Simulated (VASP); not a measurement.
# BP in VASP: relaxation of cell and atoms with PBE

Aim: the relaxation of cell and atoms of BP with PBE.

All numbers are computed with VASP 6.6.1; they aren't measurements. Logs are shortened: lines on timing, memory, paths and dates and some standing lists are left out, and cuts for length are marked.

### Step 1. Starting point

The cell holds a sheet with vacuum, 2 atoms: a = 3.200 Å, b = 3.200 Å, c = 16.000 Å, α = 90.00°, β = 90.00°, γ = 120.00°.

The cell was built by a generator and needn't be a form met in nature.

### Step 2. Relaxation of cell and atoms, PBE

INCAR

```
SYSTEM = BP
PREC = Accurate
ENCUT = 600
EDIFF = 1E-6
ISMEAR = 0
SIGMA = 0.03
LREAL = .False.
LASPH = .True.
NELM = 120
ALGO = Normal
ISIF = 3
LWAVE = .False.
LCHARG = .False.
GGA = PE
IBRION = 2
NSW = 60
EDIFFG = -0.005
LATTICE_CONSTRAINTS = .TRUE. .TRUE. .FALSE.
KPAR = 2
```

KPOINTS

```
regular mesh
0
Gamma
  12 12 1
  0 0 0
```

POSCAR

```
BP
1.0
    3.2000000000      0.0000000000      0.0000000000
   -1.6000000000      2.7712812900      0.0000000000
    0.0000000000      0.0000000000     16.0000000000
B P
1 1
Direct
    0.3333330000      0.6666670000      0.5000000000
    0.6666670000      0.3333330000      0.5000000000
```

Potentials or basis: VASP PAW PBE potentials, release 64 (B, P).

The run is started by

```bash
$ cat potpaw_PBE.64/B/POTCAR potpaw_PBE.64/P/POTCAR > POTCAR
$ mpirun -np 2 vasp_std > vasp.out
```

OUTCAR:

```text
SYSTEM = BP
   PREC = Accurate
   ENCUT = 600
   EDIFF = 1E-6
   ISMEAR = 0
   LREAL = .False.
   LASPH = .True.
   NELM = 120
   ISIF = 3
   GGA = PE
   IBRION = 2
   NSW = 60
   EDIFFG = -0.005

 ion  position               nearest neighbor table
   1  0.333  0.667  0.500-   2 1.85   2 1.85   2 1.85
   2  0.667  0.333  0.500-   1 1.85   1 1.85   1 1.85

  LATTYP: Found a hexagonal cell.
 ALAT       =     3.2000000000
 C/A-ratio  =     5.0000000000

  Lattice vectors:

 A1 = (   3.2000000000,   0.0000000000,   0.0000000000)
 A2 = (  -1.6000000000,   2.7712812900,   0.0000000000)
 A3 = (   0.0000000000,   0.0000000000,  16.0000000000)

Analysis of symmetry for initial positions (statically):
=====================================================================
 Subroutine PRICEL returns:
 Original cell was already a primitive cell.

 Routine SETGRP: Setting up the symmetry group for a
 hexagonal supercell.

 Subroutine GETGRP returns: Found 12 space group operations
 (whereof 12 operations were pure point group operations)
 out of a pool of 24 trial point group operations.

The static configuration has the point symmetry D_3h.

Analysis of symmetry for dynamics (positions and initial velocities):
=====================================================================
 Subroutine PRICEL returns:
 Original cell was already a primitive cell.

 Routine SETGRP: Setting up the symmetry group for a
 hexagonal supercell.

 Subroutine GETGRP returns: Found 12 space group operations
 (whereof 12 operations were pure point group operations)
 out of a pool of 24 trial point group operations.

The dynamic configuration has the point symmetry D_3h.

 Subroutine INISYM returns: Found 12 space group operations
 (whereof 12 operations are pure point group operations),
 and found     1 'primitive' translations

----------------------------------------------------------------------------------------

                                     Primitive cell

  volume of cell :     141.8896

  direct lattice vectors                    reciprocal lattice vectors
     3.200000000  0.000000000  0.000000000     0.312500000  0.180421959  0.000000000
    -1.600000000  2.771281290  0.000000000     0.000000000  0.360843919  0.000000000
     0.000000000  0.000000000 16.000000000     0.000000000  0.000000000  0.062500000

  length of vectors
     3.200000000  3.199999998 16.000000000     0.360843918  0.360843919  0.062500000

  position of ions in fractional coordinates (direct lattice)
[... 67 lines left out ...]
   ISPIN  =      1    spin polarized calculation?
   LNONCOLLINEAR =      F non collinear calculations
   LSORBIT =      F    spin-orbit coupling
   LASPH  =      T    aspherical Exc in radial PAW
   ENCUT  =  600.0 eV  44.10 Ry    6.64 a.u.   6.39  6.39 31.96*2*pi/ulx,y,z
   NELM   =    120;   NELMIN=  2; NELMDL= -5     # of ELM steps
   EDIFF  = 0.1E-05   stopping-criterion for ELM
   LREAL  =      F    real-space projection
   EDIFFG = -.5E-02   stopping-criterion for IOM
   NSW    =     60    number of steps for IOM
   IBRION =      2    ionic relax: 0-MD 1-quasi-New 2-CG
   NFREE  =      1    steps in history (QN), initial steepest desc. (CG)
   ISIF   =      3    stress and relaxation
   ISYM   =      2    0-nonsym 1-usesym 2-fastsym
   POTIM  = 0.5000    time-step for ionic-motion
   TEBEG  =    0.0;   TEEND  =   0.0 temperature during run
   PSTRESS=    0.0 pullay stress
   NELECT =       8.0000    total number of electrons
   NUPDOWN=      -1.0000    fix difference up-down
   EMIN   =  10.00;   EMAX   =-10.00  energy-range for DOS
   EFERMI =   0.00;   METHOD = LEGACY
   ISMEAR =     0;   SIGMA  =   0.03  broadening in eV -4-tet -1-fermi 0-gaus
   EFERMI_NEDOS =   21; number of points for ismear=-14 and -15
   IALGO  =     38    algorithm
   IMIX   =      4    mixing-type and parameters
     AMIX     =   0.40;   BMIX     =  1.00
     AMIX_MAG =   1.60;   BMIX_MAG =  1.00
  volume/ion in A,a.u.               =      70.94       478.76
  Fermi-wavevector in a.u.,A,eV,Ry     =   0.627752  1.186279  5.361680  0.394072
  Thomas-Fermi vector in A             =   1.689460
   LORBIT       =      0    0 simple, 1 ext, 2 COOP (PROOUT), +10 PAW based schemes
   GGA     = PE    functional components
   LHFCALC =     F    Hartree Fock is set to
   AEXX    =    0.0000 exact exchange contribution
   IVDW    =     0    specifies the selected vdW correction
   LEPSILON=     F    determine dielectric tensor
   LRPA    =     F    only Hartree local field effects (RPA)
 conjugate gradient relaxation of ions
 non-spin polarized calculation
 Gauss-broadening in eV      SIGMA  =   0.03
  energy-cutoff  :      600.00
  volume of cell :      141.89
 maximum number of plane-waves:      4775
 NGX is ok and might be reduce to    28
   NGX = 13   NGY = 13   NGZ = 63

--------------------------------------- Ionic step        1  -------------------------------------------

 number of electron       8.0000000 magnetization

 Free energy of the ion-electron system (eV)
  ---------------------------------------------------
  ext. energy  EPLUGINS =         0.00000000
  ---------------------------------------------------
  free energy    TOTEN  =       -12.17112213 eV

  energy without entropy =      -12.17112213  energy(sigma->0) =      -12.17112213

------------------------ aborting loop because EDIFF is reached ----------------------------------------

  FORCE on cell =-STRESS in cart. coord.  units (eV):
  Direction    XX          YY          ZZ          XY          YZ          ZX
  --------------------------------------------------------------------------------------
  -------------------------------------------------------------------------------------
  Total        0.4025612      0.4025612     -0.0070938      0.0000000      0.0000000      0.0000000
  in kB        4.5456077      4.5456077     -0.0801015      0.0000000      0.0000000      0.0000000
  external PRESSURE =       3.0037046 kB  Pullay stress =       0.0000000 kB
[... 59 lines left out ...]
--------------------------------------- Ionic step        3  -------------------------------------------

 number of electron       8.0000000 magnetization

 Free energy of the ion-electron system (eV)
  ---------------------------------------------------
  ext. energy  EPLUGINS =         0.00000000
  ---------------------------------------------------
  free energy    TOTEN  =       -12.17265930 eV

  energy without entropy =      -12.17265930  energy(sigma->0) =      -12.17265930

 E-fermi :  -2.9982     XC(G=0):  -2.6863

 val. band max:       -3.1213273795   @ k =   0.3333   0.3333   0.0000
 cond. band min:      -2.2148531252   @ k =   0.3333   0.3333   0.0000
 fundamental gap:      0.9064742543
 Fermi energy:        -2.9981997005

 k-point     1 :       0.0000    0.0000    0.0000
  band No.  band energies     occupation
      1     -16.7937      2.00000
      2      -7.2566      2.00000
      3      -4.7633      2.00000
      4      -4.7633      2.00000
      5       0.6476      0.00000
      6       1.5497      0.00000
      7       1.5498      0.00000
      8       1.8661      0.00000
[... 225 lines left out ...]
  FREE ENERGIE OF THE ION-ELECTRON SYSTEM (eV)
  ---------------------------------------------------
  free  energy   TOTEN  =       -12.1726593033 eV

  energy  without entropy=      -12.1726593033  energy(sigma->0) =      -12.17265930

 reached required accuracy - stopping structural energy minimisation
```

OSZICAR:

```text
N       E                     dE             d eps       ncg     rms          rms(c)
DAV:   1     0.492252418461E+02    0.49225E+02   -0.30317E+03   304   0.770E+02
DAV:   2    -0.939529360873E+01   -0.58621E+02   -0.52146E+02   408   0.108E+02
DAV:   3    -0.130356016841E+02   -0.36403E+01   -0.36399E+01   464   0.428E+01
[... 37 lines left out ...]
DAV:   7    -0.121726499055E+02   -0.30719E-05   -0.53779E-07   368   0.421E-03    0.255E-03
DAV:   8    -0.121726543271E+02   -0.44217E-05   -0.39345E-07   344   0.255E-03    0.112E-03
DAV:   9    -0.121726571653E+02   -0.28382E-05   -0.33951E-07   408   0.213E-03    0.747E-04
DAV:  10    -0.121726583417E+02   -0.11763E-05   -0.77613E-08   432   0.109E-03    0.299E-04
DAV:  11    -0.121726593033E+02   -0.96159E-06   -0.47930E-08   408   0.753E-04
   3 F= -.12172659E+02 E0= -.12172659E+02  d E =-.153718E-02
```

CONTCAR:

```text
BP
   1.00000000000000
     3.2123708889866629    0.0000000000000000    0.0000000000000000
    -1.6061854444933314    2.7819947941053735    0.0000000000000000
     0.0000000000000000    0.0000000000000000   16.0000000000000000
  B               P
     1     1
Direct
     0.3333330000000032    0.6666669999999968    0.5000000000000000
     0.6666669999999968    0.3333330000000032    0.5000000000000000

  0.00000000E+00  0.00000000E+00  0.00000000E+00
  0.00000000E+00  0.00000000E+00  0.00000000E+00
```

It took 40 s on 2 MPI ranks of Intel Xeon Platinum 8375C at 2.90GHz (Ice Lake), shared host; peak memory 0.3 GiB.

Results:

| Item | Value |
| --- | --- |
| Free energy | -12.1727 eV |
| Relaxed volume | 71.49 Å³/atom |
| Relaxed cell | a = 3.212 Å, b = 3.212 Å, c = 16.000 Å, α = 90.00°, β = 90.00°, γ = 120.00° |
| Space group after relaxing (to 0.05 Å) | P-6m2 (No. 187) |
| Energy gained by relaxing | 0.8 meV/atom |
| Ionic steps | 3 |
| Band gap on the k mesh | 0.91 eV, direct |

The path:
| step | energy change (eV) | largest force (eV/Å) | pressure (GPa) | volume (Å³) |
| --- | --- | --- | --- | --- |
| 1 | 0.0000 | 0.0000 | 0.30 | 141.89 |
| 2 | 0.0019 | 0.0000 | -0.44 | 144.66 |
| 3 | -0.0015 | 0.0000 | 0.00 | 142.99 |

Final structure:
```
B P
1.0
     3.21237    0.00000    0.00000
    -1.60619    2.78199    0.00000
     0.00000    0.00000   16.00000
B P
1 1
Direct
  0.33333 0.66667 0.50000
  0.66667 0.33333 0.50000
```
